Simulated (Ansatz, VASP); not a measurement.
## One calculation of B, two programs

```xyz
4
Lattice="-1.8781 1.8781 2.5729 1.8781 -1.8781 2.5729 1.8781 1.8781 -2.5729" Properties=species:S:1:pos:R:3 pbc="T T T"
B     0.6261    0.6261    2.5729
B     0.6261   -0.6261    2.5729
B     1.2521    1.2521    0.0000
B    -0.6261    0.6261    2.5729
```

Alike in both runs: task relaxation of cell and atoms; functional PBE; k mesh 6 × 6 × 6; occupations gaussian, width 0.1 eV; no spin polarisation.

```csv
,VASP,Ansatz
version,VASP 6.6.1,Ansatz 0.2.0
potentials or method,"VASP PAW PBE potentials, release 64 (B)","scalar-relativistic, plane waves, PAW"
plane-wave cutoff (eV),600,420
valence electrons in the cell,12,12
```

```tsv
	VASP	Ansatz	Ansatz less VASP
gap on the k mesh at the Fermi level, each at its own relaxed structure (eV)	none	none	-
relaxed volume (Å³/atom)	7.51	6.71	-0.798
relaxed cell length with the largest relative difference (Å)	4.122	3.268	-0.8543
energy change over the relaxation (meV/atom)	-3865	-3311	+553.3
```

A gap of «none» marks a metal or a gap that the smearing closes. One of these differences is far larger than is usual between the two programs; its cause wasn't traced.

Caveats: the k mesh is coarse (spacing up to 0.39 Å⁻¹), so the values aren't converged; the volume moved by over 15 % at a fixed basis, so the end points are rough (VASP).
